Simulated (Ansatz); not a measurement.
# HW16S32: the cost of one run

Computed with Ansatz 0.2.0 (DFT PBE, scalar-relativistic, plane waves, PAW, unless a step's input says otherwise).

1 further run of the same task is left out (set aside as unsound or not needed).

## Step 1: The structure to begin with

It takes space group R3m (No. 160, trigonal). The conventional cell has a = 3.188 Å, b = 3.188 Å, c = 22.423 Å, α = 90.00°, β = 90.00°, γ = 120.00°. W (site symmetry 3m) has 6 S at 2.42 Å as nearest neighbours. S (site symmetry 3m) has 3 W at 2.42 Å as nearest neighbours.

Coordinates:

```cif
data_structure
_symmetry_space_group_name_H-M 'R3m:H'
_symmetry_Int_Tables_number 160
_cell_length_a 3.1877
_cell_length_b 3.1877
_cell_length_c 22.4233
_cell_angle_alpha 90.000
_cell_angle_beta 90.000
_cell_angle_gamma 120.000
_cell_volume 197.33
loop_
_atom_site_label
_atom_site_type_symbol
_atom_site_symmetry_multiplicity
_atom_site_Wyckoff_symbol
_atom_site_fract_x
_atom_site_fract_y
_atom_site_fract_z
_atom_site_occupancy
W1 W 3 a 0.66667 0.33333 0.33266 1
S1 S 3 a 0.33333 0.66667 0.26259 1
S2 S 3 a 0.66667 0.33333 0.06939 1
```

It goes back to an entry of the Materials Project, which need not be the stable form.

This cell was relaxed beforehand with the same method: volume 21.93 Å³/atom, gap on the mesh 1.64 eV.

The host's static dielectric tensor, from an earlier linear-response run, has a mean of 8.80.

The perfect supercell (rows 1 1 -3; 1 -3 1; -3 1 1 in vectors of this cell) was computed beforehand with the same settings: E(σ→0) = -195063.0603 eV for 48 atoms, gap 2.05 eV on its own mesh.

## Step 2: Making the defect

The extra atom is put at (0.164, 0.164, 0.172) of the supercell, the middle of a void of radius 2.81 Å. The other atoms start on their ideal sites. Its neighbours are 2 S at 2.81 Å, 1 S at 2.82 Å, 3 S at 2.87 Å.

## Step 3: Charge state 0

Input file input.yaml:

```yaml
crystal:
  lattice:
    - [0.0, 7.3617871071, -7.4744493696]
    - [6.375494652, -3.6808935536, -7.4744493696]
    - [-6.375494652, -3.6808935536, -7.4744493696]
  atoms:
    - { symbol: W, position: [0.9993225509, 0.2493225509, 0.7493225509] }
    - { symbol: W, position: [0.2493225509, 0.9993225509, 0.7493225509] }
    - { symbol: W, position: [0.4993225509, 0.7493225509, 0.7493225509] }
    - { symbol: W, position: [0.9993225509, 0.4993225509, 0.4993225509] }
    - { symbol: W, position: [0.7493225509, 0.4993225509, 0.7493225509] }
    - { symbol: W, position: [0.2493225509, 0.2493225509, 0.4993225509] }
    - { symbol: W, position: [0.4993225509, 0.9993225509, 0.4993225509] }
    - { symbol: W, position: [0.9993225509, 0.7493225509, 0.2493225509] }
    - { symbol: W, position: [0.7493225509, 0.7493225509, 0.4993225509] }
    - { symbol: W, position: [0.2493225509, 0.4993225509, 0.2493225509] }
    - { symbol: W, position: [0.4993225509, 0.2493225509, 0.2493225509] }
    - { symbol: W, position: [0.9993225509, 0.9993225509, 0.9993225509] }
    - { symbol: W, position: [0.7493225509, 0.9993225509, 0.2493225509] }
    - { symbol: W, position: [0.2493225509, 0.7493225509, 0.9993225509] }
    - { symbol: W, position: [0.4993225509, 0.4993225509, 0.9993225509] }
    - { symbol: W, position: [0.7493225509, 0.2493225509, 0.9993225509] }
    - { symbol: S, position: [0.5959257297, 0.8459257297, 0.3459257297] }
    - { symbol: S, position: [0.8459257297, 0.5959257297, 0.3459257297] }
    - { symbol: S, position: [0.0959257297, 0.3459257297, 0.3459257297], spin: 0.143 }
    - { symbol: S, position: [0.5959257297, 0.0959257297, 0.0959257297] }
    - { symbol: S, position: [0.3459257297, 0.0959257297, 0.3459257297], spin: 0.143 }
    - { symbol: S, position: [0.8459257297, 0.8459257297, 0.0959257297] }
    - { symbol: S, position: [0.0959257297, 0.5959257297, 0.0959257297] }
    - { symbol: S, position: [0.5959257297, 0.3459257297, 0.8459257297] }
    - { symbol: S, position: [0.3459257297, 0.3459257297, 0.0959257297], spin: 0.143 }
    - { symbol: S, position: [0.8459257297, 0.0959257297, 0.8459257297] }
    - { symbol: S, position: [0.0959257297, 0.8459257297, 0.8459257297] }
    - { symbol: S, position: [0.5959257297, 0.5959257297, 0.5959257297] }
    - { symbol: S, position: [0.3459257297, 0.5959257297, 0.8459257297] }
    - { symbol: S, position: [0.8459257297, 0.3459257297, 0.5959257297] }
    - { symbol: S, position: [0.0959257297, 0.0959257297, 0.5959257297] }
    - { symbol: S, position: [0.3459257297, 0.8459257297, 0.5959257297] }
    - { symbol: S, position: [0.7360517194, 0.9860517194, 0.4860517194] }
    - { symbol: S, position: [0.9860517194, 0.7360517194, 0.4860517194] }
    - { symbol: S, position: [0.2360517194, 0.4860517194, 0.4860517194] }
    - { symbol: S, position: [0.7360517194, 0.2360517194, 0.2360517194] }
    - { symbol: S, position: [0.4860517194, 0.2360517194, 0.4860517194] }
    - { symbol: S, position: [0.9860517194, 0.9860517194, 0.2360517194], spin: 0.143 }
    - { symbol: S, position: [0.2360517194, 0.7360517194, 0.2360517194] }
    - { symbol: S, position: [0.7360517194, 0.4860517194, 0.9860517194] }
    - { symbol: S, position: [0.4860517194, 0.4860517194, 0.2360517194] }
    - { symbol: S, position: [0.9860517194, 0.2360517194, 0.9860517194], spin: 0.143 }
    - { symbol: S, position: [0.2360517194, 0.9860517194, 0.9860517194], spin: 0.143 }
    - { symbol: S, position: [0.7360517194, 0.7360517194, 0.7360517194] }
    - { symbol: S, position: [0.4860517194, 0.7360517194, 0.9860517194] }
    - { symbol: S, position: [0.9860517194, 0.4860517194, 0.7360517194] }
    - { symbol: S, position: [0.2360517194, 0.2360517194, 0.7360517194] }
    - { symbol: S, position: [0.4860517194, 0.9860517194, 0.7360517194] }
    - { symbol: H, position: [0.1640625, 0.1640625, 0.171875], spin: 0.143 }
  host:
    lattice:
      - [1.593873663, 0.9202233884, 7.4744493696]
      - [-1.593873663, 0.9202233884, 7.4744493696]
      - [0.0, -1.8404467768, 7.4744493696]
    atoms:
      - { symbol: W, position: [0.0006774491, 0.0006774491, 0.0006774491] }
      - { symbol: S, position: [0.4040742703, 0.4040742703, 0.4040742703] }
      - { symbol: S, position: [0.2639482806, 0.2639482806, 0.2639482806] }
basis:
  ecutwfc: 420
  xc_grid: 2
kpoints:
  mp_grid: { grid: [2, 2, 2], shift: [0.5, 0.5, 0.5] }
hamiltonian:
  xc: pbe
scf:
  occupations: { method: gaussian, width: 0.01 }
output:
  forces: true
  stress: false
  eigenvalues: true
  populations: true
  charged_corrections:
    defect_position: [0.1640625, 0.1640625, 0.171875]
    epsilon: [[11.5894, 0.0, 0.0], [0.0, 11.5894, 0.0], [0.0, 0.0, 3.2073]]
  write_density: true
  write_potential: true
  elf: true
  volumetric_format: npy
magnetization:
  spin_polarized: true
relax:
  adjacent_minimum: "off"
  f_tol: 0.025
  max_steps: 45
```

Command:

```console
> ansatz run input.yaml --threads 4 --pin off --max-ram 10240MiB --backend cpu --events-out ev --progress --plain --runs-dir out
```

Q: Estimate wall time and peak memory on 4 threads of Intel Xeon at 2.70GHz, shared host.

About 21 min, with a peak of 5.1 GiB.
